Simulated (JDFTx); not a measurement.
# V under changes of volume

One of the cells (13.891 Å³/atom); the others are scaled copies at fixed shape and fractional positions:

```
V
1.0
    -1.51435    1.51435    1.51435
     1.51435   -1.51435    1.51435
     1.51435    1.51435   -1.51435
V
1
Direct
  0.00000 0.00000 0.00000
```

- Program: JDFTx 1.7.0 (patched build)
- Functional: PBEsol
- Potentials or basis: PseudoDojo-SR-PBEsol-0.4.1-standard
- Cutoff: 1143 eV
- Density cutoff: 4572 eV
- k mesh: 12 × 12 × 12
- Occupations: fermi-dirac, width 0.05 eV
- Spin: collinear spin, ferromagnetic start
- Starting moments: [2.0] μB

| volume (Å³/atom) | energy over the lowest point (meV/atom) | pressure (GPa) |
| --- | --- | --- |
| 13.058 | 0.00 | -1.5 |
| 13.336 | ? | ? |
| 13.613 | 18.22 | -8.8 |
| 13.891 | 36.19 | -11.9 |
| 14.169 | 59.39 | -14.7 |
| 14.447 | 87.32 | -17.3 |
| 14.725 | 119.48 | -19.5 |

**Question.** What does the run at 13.336 Å³/atom give?

**Answer.** Energy over the lowest point 6.00 meV/atom; pressure -5.3 GPa.

Worked out: A Birch-Murnaghan fit of order 3 (a polynomial in V^(-2/3)) to the other rows has its minimum at 12.96 Å³/atom, just outside them, with B0 = V·E''(V) = 194 GPa and B' = 3.6. It gives 5.97 meV/atom at 13.336 Å³/atom, against the run's 6.00, and -dE/dV = -5.3 GPa, against -5.3.

Energies are extrapolated to zero smearing.
